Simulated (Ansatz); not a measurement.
**TaSi₂: generalised stacking fault**

The calculation used DFT PBEsol, scalar-relativistic, plane waves, PAW in Ansatz. The runs took a 420 eV cutoff, a Γ-centred 9×9×3 mesh and Gaussian smearing (0.15 eV). Spin–orbit coupling is left out, which can shift energies with elements as heavy as these. No spin polarisation. Energies are free energies at this smearing, counted from the undisturbed cell; pressure is positive in compression.

Zero of the scan (relaxed at this level; it needn't be the usual structure):

```yaml
crystal:
  lattice:
    - [-4.76099, 0.00000, 0.00000]
    - [-2.38050, -4.12314, 0.00000]
    - [0.00000, 0.00000, 13.11229]
  atoms:
    - { symbol: Ta, position: [0.50000, 0.00000, 0.08335] }
    - { symbol: Ta, position: [0.50000, 0.00000, 0.58335] }
    - { symbol: Ta, position: [0.00000, 0.50000, 0.91668] }
    - { symbol: Ta, position: [0.00000, 0.50000, 0.41668] }
    - { symbol: Ta, position: [0.50000, 0.50000, 0.75002] }
    - { symbol: Ta, position: [0.50000, 0.50000, 0.25002] }
    - { symbol: Si, position: [0.15928, 0.68143, 0.08335] }
    - { symbol: Si, position: [0.15928, 0.68143, 0.58335] }
    - { symbol: Si, position: [0.31857, 0.84072, 0.91668] }
    - { symbol: Si, position: [0.31857, 0.84072, 0.41668] }
    - { symbol: Si, position: [0.15928, 0.15928, 0.75002] }
    - { symbol: Si, position: [0.15928, 0.15928, 0.25002] }
    - { symbol: Si, position: [0.84072, 0.31857, 0.08335] }
    - { symbol: Si, position: [0.84072, 0.31857, 0.58335] }
    - { symbol: Si, position: [0.68143, 0.15928, 0.91668] }
    - { symbol: Si, position: [0.68143, 0.15928, 0.41668] }
    - { symbol: Si, position: [0.84072, 0.84072, 0.75002] }
    - { symbol: Si, position: [0.84072, 0.84072, 0.25002] }
```

The cut lies on the cell's a–b face, a (0 0 1) plane (indices in the standard cell, whose axes needn't be the Cartesian ones shown) of area 19.63 Å², between layers 2.19 Å apart. Vector c is tilted by f times 1·a − 1·b (length 4.761 Å) with the atoms' Cartesian places fixed: one unrelaxed fault a cell. The cell is metallic on the mesh throughout.

| f | γ (mJ/m²) | shear traction, the slope of γ along the slip (GPa) |
| --- | --- | --- |
| 0.0000 | 0 | 0.0 |
| 0.1000 | 424 | 17.9 |
| 0.2000 | 1636 | 31.0 |
| 0.3000 | 2914 | 23.2 |
| 0.4000 | 4115 | 22.8 |
| 0.5000 | 4716 | 0.0 |

By symmetry 0.6000 repeats 0.4000, 0.8000 repeats 0.2000, 0.7000 repeats 0.3000, 0.9000 repeats 0.1000 in energy, with the opposite slope along the path.

Cost: 6 runs of about 8.3 core-minutes in all, on Intel Xeon Platinum 8559C (Emerald Rapids) (shared hosts).